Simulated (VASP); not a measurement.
A run of VASP 6.6.1:

The input INCAR:

```
SYSTEM = Be2C
  ALGO = Normal
  EDIFF = 1E-6
  EDIFFG = -0.005
  ENCUT = 600
  GGA = PE
  IBRION = 2
  ISIF = 3
  ISMEAR = 0
  LASPH = .TRUE.
  LCHARG = .FALSE.
  LREAL = .FALSE.
  LWAVE = .FALSE.
  NELM = 100
  NSW = 100
  PREC = Accurate
  SIGMA = 0.02
```

File KPOINTS:

```
k-points
0
G
  12 12 12
  0 0 0
```

POSCAR

```
Be2C
1.0
    0.0000000000      2.1650000000      2.1650000000
    2.1650000000      0.0000000000      2.1650000000
    2.1650000000      2.1650000000      0.0000000000
Be C
2 1
Direct
    0.2500000000      0.2500000000      0.2500000000
    0.7500000000      0.7500000000      0.7500000000
    0.0000000000      0.0000000000      0.0000000000
```

Potentials or basis: VASP PAW PBE potentials, release 64 (Be, C).

Launch:

```bash
$ cat potpaw_PBE.64/Be/POTCAR potpaw_PBE.64/C/POTCAR > POTCAR
$ mpirun -np 1 vasp_std > vasp.out
```

Hardware: 1 thread of AMD EPYC 9R45 96-Core Processor (Zen 5), on a shared host.

**Question.** Estimate the wall time of this run.

**Answer.** Wall time 5.3 s on 1 thread of AMD EPYC 9R45 96-Core Processor (Zen 5) (shared host), peak memory 0.11 GiB. Counts: scf iterations 12, k points 72, ion steps 1.
